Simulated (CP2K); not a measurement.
Runs of CP2K 2026.2 on Fe. Symmetry: Im-3m, No. 229, cubic system. Conventional cell: a = 2.886 Å, b = 2.886 Å, c = 2.886 Å, α = 90.00°, β = 90.00°, γ = 90.00°. Around Fe (site symmetry m-3m) lie 8 Fe at 2.50 Å. 

```csv
task,level,potentials or basis,smearing,EPS_DEFAULT,MIXING METHOD,MIXING ALPHA,NBUFFER,NGRIDS,gap on the mesh (eV),pressure (GPa),moment (μB)
band structure,PBEsol,POTENTIAL_UZH Fe GTH-PBE-q16; TZVP-MOLOPT-PBE-GTH basis,fermi-dirac 0.05 eV,1.0E-9,PULAY_MIXING,0.4,6,5,none,-12.2,2.49
single point,PBE,POTENTIAL_UZH Fe GTH-PBE-q16; TZVP-MOLOPT-PBE-GTH basis,fermi-dirac 0.05 eV,1.0E-10,BROYDEN_MIXING,0.2,10,4,none,-3.4,2.49
band structure,r2SCAN,POTENTIAL_UZH Fe GTH-SCAN-q16; TZVP-MOLOPT-SCAN-GTH basis,fermi-dirac 0.1 eV,1.0E-10,BROYDEN_MIXING,0.2,10,4,none,(b),2.77
single point,PBE,POTENTIAL_UZH Fe GTH-PBE-q16; TZVP-MOLOPT-PBE-GTH basis,gaussian 0.028 eV,1.0E-10,BROYDEN_MIXING,0.2,10,5,none,-2.4,2.53
band structure,PBE,POTENTIAL_UZH Fe GTH-PBE-q16; TZVP-MOLOPT-PBE-GTH basis,fermi-dirac 0.05 eV,1.0E-9,BROYDEN_MIXING,0.2,10,4,none,-3.4,2.48
band structure,LDA,GTH_POTENTIALS Fe GTH-PADE-q16; TZVP-MOLOPT-PBE-GTH basis,fermi-dirac 0.0259 eV,1.0E-10,PULAY_MIXING,0.4,6,5,none,-18.8,2.52
band structure,PBEsol,POTENTIAL_UZH Fe GTH-PBE-q16; TZVP-MOLOPT-PBE-GTH basis,fermi-dirac 0.1 eV,1.0E-9,BROYDEN_MIXING,0.2,10,5,none,-12.5,(a)
single point,PBEsol,POTENTIAL_UZH Fe GTH-PBE-q16; TZVP-MOLOPT-PBE-GTH basis,fermi-dirac 0.05 eV,1.0E-10,PULAY_MIXING,0.4,6,5,none,-12.2,2.49
band structure,LDA,GTH_POTENTIALS Fe GTH-PADE-q16; TZVP-MOLOPT-PBE-GTH basis,fermi-dirac 0.01 eV,1.0E-9,BROYDEN_MIXING,0.2,10,5,none,-18.6,2.53
```

Alike in all rows: spin collinear, ferromagnetic start; cell as given; k mesh 13 × 13 × 13.

Question: Estimate the missing entries.

Answer: (a) 2.47; (b) 1.8.

Caveats: the basis of atomic orbitals isn't converged, which shifts pressures, moduli and gaps; the potentials were made for another functional, which shifts forces and pressure (some runs); so large a pressure means that the cell lies far from this level's equilibrium, or that cutoff or potentials fall short (some runs).

A k mesh can miss the band edges.

A gap of «none» marks a metal or a gap under the smearing width.

Not every run made on this cell is shown here.
